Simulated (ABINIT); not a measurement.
A run of ABINIT 10.8.3 (patched build):

Contents of run.abi:

```
ndtset 2

pp_dirpath "./"
pseudos "Ag.GGA_PBE-JTH.xml"

acell 2.8888847545 2.8888847545 2.8888847545 Angstrom
rprim
     0.0000000000     0.7071067812     0.7071067812
     0.7071067812     0.0000000000     0.7071067812
     0.7071067812     0.7071067812     0.0000000000
ntypat 1
znucl 47
natom 1
typat 1
xred
     0.0000000000     0.0000000000     0.0000000000

ecut 462.593566 eV
pawecutdg 34.0

ixc -116133

occopt 3
tsmear 0.05 eV

nstep 100

iomode 3
prtwf 0
prteig 0
prtebands 0
prtden1 1
prtvha1 1
prtvclmb1 1
prtpot1 1

kptopt1 1
ngkpt1 11 11 11
nshiftk1 1
shiftk1 0.0 0.0 0.0
nband1 10
tolvrs1 1.0e-9

iscf2 -2
getden2 1
nband2 14
nbdbuf2 2
tolwfr2 1.0e-12
kptopt2 -9
ndivsm2 5
prteig2 1
kptbounds2
     0.0000000000     0.0000000000     0.0000000000
     0.5000000000     0.0000000000     0.5000000000
     0.5000000000     0.2500000000     0.7500000000
     0.3750000000     0.3750000000     0.7500000000
     0.0000000000     0.0000000000     0.0000000000
     0.5000000000     0.5000000000     0.5000000000
     0.6250000000     0.2500000000     0.6250000000
     0.5000000000     0.2500000000     0.7500000000
     0.5000000000     0.5000000000     0.5000000000
     0.3750000000     0.3750000000     0.7500000000
```

Potentials or basis: JTH PAW PBE v2.0.

Launch:

```console
$ abinit run.abi > log 2>&1
```

Hardware: 1 thread of Arm Neoverse V1, on a shared host.

Task: Estimate the wall time of this run.

Result: Wall time 16 s on 1 thread of Arm Neoverse V1, with other jobs on the host, peak memory 0.12 GiB. Counts: scf iterations 9, k points 56, bands 10, plane waves 391.
